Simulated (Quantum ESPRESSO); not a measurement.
Runs of Quantum ESPRESSO 7.5 on Ti2C. Symmetry: R-3m, No. 166, trigonal system. Conventional cell: a = 3.081 Å, b = 3.081 Å, c = 14.441 Å, α = 90.00°, β = 90.00°, γ = 120.00°. Ti (site symmetry 3m) has 3 C at 2.11 Å as nearest neighbours. C (site symmetry -3m) has 6 Ti at 2.11 Å as nearest neighbours. The cell comes from a database or a generator and needn't be the stable form of this composition.

```csv
task,level,potentials or basis,cell,form of the LDA correlation,gap on the mesh (eV),pressure (GPa),V0 of scaled cells (Å³/atom),B0 (GPa),largest force (eV/Å)
band structure,PBEsol,GBRV 1.5 PBEsol,as given,-,none,-4.7,-,-,0.18
band structure,LDA,GBRV 1.5 LDA,as given,PZ81,none,-9.1,-,-,(a)
equation of state,LDA,GBRV 1.5 LDA,as given,PZ81,-,-,(b),207,-
equation of state,PBEsol,GBRV 1.5 PBEsol,as given,-,-,-,12.87,196,-
single point,PBEsol,GBRV 1.5 PBEsol,as given,-,none,-4.7,-,-,0.18
single point,PBEsol,GBRV 1.5 PBEsol,"atoms moved at random, drawn with an rms of 0.05 Å",-,none,-4.5,-,-,0.65
```

Alike in all rows: no spin polarisation; k mesh 10 × 10 × 10; cutoff (eV) 612; smearing fermi-dirac 0.05 eV.

**Question.** Fill in the values left out.

**Answer.** (a) 0.35; (b) 12.58.

Caveats: the cell was scaled at fixed shape and fractional positions, which overstates the stiffness of a crystal with free parameters, most of all of layers and chains (some runs).

A gap of «none» marks a metal or a gap under the smearing width.
